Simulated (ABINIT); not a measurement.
Runs of ABINIT 10.8.3 (patched build) on Nb. Symmetry: Im-3m, No. 229, cubic system. Conventional cell: a = 3.328 Å, b = 3.328 Å, c = 3.328 Å, α = 90.00°, β = 90.00°, γ = 90.00°. Nb (site symmetry m-3m) is surrounded by 8 Nb at 2.88 Å. 

```csv
task,level,potentials or basis,cutoff (eV),fine-grid cutoff,gap on the mesh (eV),pressure (GPa)
band structure,AM05,JTH PAW PBE v2.0,517,1034.03 eV,none,-8.5
band structure,WC,JTH PAW PBE v2.0,517,1034.03 eV,none,(a)
band structure,LDA,JTH PAW PBE v2.0,517,1034.03 eV,none,-11.8
band structure,RPBE,JTH PAW PBE v2.0,517,1034.03 eV,none,0.5
```

Alike in all rows: no spin polarisation; cell as given; k mesh 11 × 11 × 11; smearing fermi-dirac 0.05 eV.

Q: Estimate the missing entries.

A: (a) -7.2.

Caveats: the PAW data sets were made with another functional, which shifts forces and pressure a little.

A k mesh can miss the band edges, and the runs leave out spin-orbit coupling on Nb.

A gap of «none» marks a metal or a gap under the smearing width.

Runs at the PBE level aren't shown here.
